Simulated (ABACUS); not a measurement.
**WS2 under changes of volume**

One of the cells (17.744 Å³/atom); the others are scaled copies at fixed shape and fractional positions:

```
W S
1.0
     1.57900    0.91164    6.16333
    -1.57900    0.91164    6.16333
     0.00000   -1.82327    6.16333
W S
1 2
Direct
  0.00000 0.00000 0.00000
  0.58100 0.58100 0.58100
  0.75030 0.75030 0.75030
```

Measurements of this composition are mostly on another form, of space group No. 194.

```yaml
Program: ABACUS 3.10.1
Functional: PBEsol
Potentials_or_basis: PseudoDojo NC SR 0.4.1 PBEsol standard
Cutoff: 1007 eV
Density_cutoff: 4027 eV
Basis: plane waves
k_mesh: 10 × 10 × 10
Occupations: fermi-dirac, width 0.05 eV
Spin: no spin polarisation
```

| volume (Å³/atom) | energy over the lowest point (meV/atom) | pressure (GPa) | gap on the mesh (eV) | largest force (eV/Å) |
| --- | --- | --- | --- | --- |
| 16.679 | 33.13 | 11.2 | 0.94 | 1.477 |
| 17.034 | 13.22 | 6.8 | 0.97 | 1.029 |
| 17.389 | ? | ? | ? | ? |
| 17.744 | 0.00 | -0.6 | 1.02 | 0.598 |
| 18.099 | 4.91 | -3.8 | 1.04 | 0.695 |
| 18.454 | 16.45 | -6.6 | 1.06 | 0.998 |
| 18.809 | 33.96 | -9.2 | 1.07 | 1.277 |

Problem. What does the run at 17.389 Å³/atom give?

Solution. Energy over the lowest point 2.49 meV/atom; pressure 2.9 GPa; gap on the mesh 1.00 eV; largest force 0.628 eV/Å.

Worked out: A Birch-Murnaghan fit of order 3 (a polynomial in V^(-2/3)) to the other rows has its minimum at 17.68 Å³/atom with B0 = V·E''(V) = 169 GPa and B' = 4.4 at fixed shape and positions, which overstates the stiffness. It gives 2.49 meV/atom at 17.389 Å³/atom, against the run's 2.49, and -dE/dV = 2.9 GPa, against 2.9. A parabola through the other rows of the gap, of slope 1.23 eV per unit of ln V there, gives 1.00 eV, against the run's 1.00.

Energies are extrapolated to zero smearing.

Caveats: spin-orbit coupling is left out, which moves the levels of the heavy elements; forces of over 1 eV/Å show positions far from the minimum, so gaps and moduli don't describe the material at rest (some runs).

A mesh can miss the band edges.
